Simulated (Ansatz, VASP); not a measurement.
# One calculation of Sc, two programs

The input INCAR:

```
ALGO = Normal ; EDIFF = 1E-6
ENCUT = 520 ; GGA = CA
ISIF = 2 ; ISMEAR = -1
LASPH = True ; LCHARG = False
LREAL = False ; LWAVE = False
NBANDS = 12 ; NELM = 80
PREC = Accurate ; SIGMA = 0.05
```

File KPOINTS:

```
k-points
0
Gamma
  17 17 17
```

Contents of POSCAR:

```
Sc
1.0
   -1.5682094236      1.5682094236      1.5682094236
    1.5682094236     -1.5682094236      1.5682094236
    1.5682094236      1.5682094236     -1.5682094236
Sc
1
Direct
    0.0000000000      0.0000000000      0.0000000000
```

Input for Ansatz:

```yaml
crystal:
  lattice:
    - [-1.5682094236, 1.5682094236, 1.5682094236]
    - [1.5682094236, -1.5682094236, 1.5682094236]
    - [1.5682094236, 1.5682094236, -1.5682094236]
  atoms:
    - { symbol: Sc, position: [0.0, 0.0, 0.0] }
kpoints:
  mp_grid: { grid: [17, 17, 17] }
scf:
  occupations: { method: fermi_dirac, width: 0.05 }
hamiltonian:
  xc: lda
  pseudopotentials: { kind: paw }
output:
  forces: true
  stress: true
  eigenvalues: true
  populations: true
```

Change from the starting cell: volume scaled by 0.68, PAW files.

Alike in both runs: task single point; functional LDA; k mesh 17 × 17 × 17; occupations fermi-dirac, width 0.05 eV; no spin polarisation.

|  | VASP | Ansatz |
| --- | --- | --- |
| version | VASP 6.6.1 | Ansatz 0.2.0 |
| potentials or method | VASP PAW LDA potentials, release 64 (Sc_sv) | PAW with Ansatz's default frozen-core files, scalar-relativistic |
| plane-wave cutoff (eV) | 520 | 420 |
| valence electrons in the cell | 11 | 11 |

```tsv
	VASP	Ansatz	Ansatz less VASP
pressure (GPa)	39.8	39.3	-0.47
```

Caveats: so large a pressure means that the cell lies far from this level's equilibrium, or that cutoff or potentials fall short (VASP).
